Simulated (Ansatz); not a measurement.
# TiAl: the cost of one run

Program: Ansatz 0.2.0. Level of theory: DFT PBEsol, scalar-relativistic, plane waves, PAW. These are calculated values, not measurements.

1 further run of the same task is left out (set aside as unsound or not needed). Runs told in other sessions of the task aren't counted.

## 1. The system as given

It takes space group P-6m2 (No. 187, hexagonal). Conventional cell: a = 2.848 Å, b = 2.848 Å, c = 4.620 Å, α = 90.00°, β = 90.00°, γ = 120.00°. Ti (site symmetry -6m2) has 6 Al at 2.84 Å and 6 Ti at 2.85 Å in its first shell of neighbours. Al (site symmetry -6m2) is surrounded by 6 Ti at 2.84 Å and 6 Al at 2.85 Å.

Structure file:

```xyz
2
Lattice="2.8478 0.0000 0.0000 -1.4239 2.4663 0.0000 0.0000 0.0000 4.6199" Properties=species:S:1:pos:R:3 pbc="T T T"
Ti    0.0000    0.0000    0.0000
Al    0.0000    1.6442    2.3100
```

It goes back to an entry of the Materials Project, which need not be the stable form.

It is the result of an earlier relaxation at this level (volume 16.22 Å³/atom; gap on the mesh: none (metal)).

## 2. Zero of energy

Reference values: F = -2998.9624 eV; pressure 0.02 GPa; largest force 0.000 eV/Å; gap on the mesh none (metal). It was computed beforehand with the settings of the runs below.

## 3. Setting up one atom moved over a plane

Atom 1 (Ti) is moved by p along (1.000, 0.000, 0.000) and q along (0.000, 1.000, 0.000) (Å), all else fixed; its images in the other cells move with it. Points alike by symmetry are run once.

## 4. p = -0.200, q = -0.200

File input.yaml:

```yaml
crystal:
  lattice:
    - [2.8478212847, 0.0, 0.0]
    - [-1.4239106423, 2.466285578, 0.0]
    - [0.0, 0.0, 4.6199447394]
  atoms:
    - { symbol: Ti, position: [-0.1107759309, -0.0810936097, 0.0] }
    - { symbol: Al, position: [0.3333333333, 0.6666666667, 0.5] }
basis:
  ecutwfc: 420
kpoints:
  mp_grid: { grid: [24, 24, 14] }
hamiltonian:
  xc: pbesol
scf:
  occupations: { method: gaussian, width: 0.15 }
output:
  forces: true
  stress: true
  eigenvalues: true
```

On the command line:

```sh
> ansatz run input.yaml --threads 2 --pin off --max-ram 5120MiB --backend cpu --events-out ev --progress --plain --runs-dir out
```

**Question.** How long does this run take on 2 threads of Intel Xeon 6975P-C (Granite Rapids), shared host, and how much memory does it need?

About 17 s, with a peak of 1.4 GiB.
